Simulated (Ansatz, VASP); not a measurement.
# Two plane-wave programs on GaSb

```xyz
2
Lattice="-2.7165 2.7165 1.5483 2.7165 -2.7165 1.5483 2.7165 2.7165 -1.5483" Properties=species:S:1:pos:R:3 pbc="T T T"
Ga    2.7165    0.0000    0.7741
Sb    0.0000    0.0000    0.0000
```

Measurements of this composition are mostly on another form, of space group No. 216.

Alike in both runs: task single point; functional PBEsol; k mesh 16 × 16 × 16; occupations gaussian, width 0.15 eV; no spin polarisation.

|  | VASP | Ansatz |
| --- | --- | --- |
| version | VASP 6.6.1 | Ansatz 0.2.0 |
| potentials or method | VASP PAW PBE potentials, release 64 (Ga_d, Sb) | scalar-relativistic, plane waves, PAW |
| plane-wave cutoff (eV) | 520 | 420 |
| valence electrons in the cell | 18 | 28 |

```csv
,VASP,Ansatz,Ansatz less VASP
gap on the k mesh at the Fermi level (eV),none,none,-
pressure (GPa),0.2,0.0,-0.17
```

A gap of «none» marks a metal or a gap that the smearing closes. The two sets of potentials don't hold the same shells in valence.

Caveats: the PAW data sets were made with another functional, which shifts forces and pressure a little (VASP). The runs have no spin-orbit coupling, so splittings on Sb are missing.
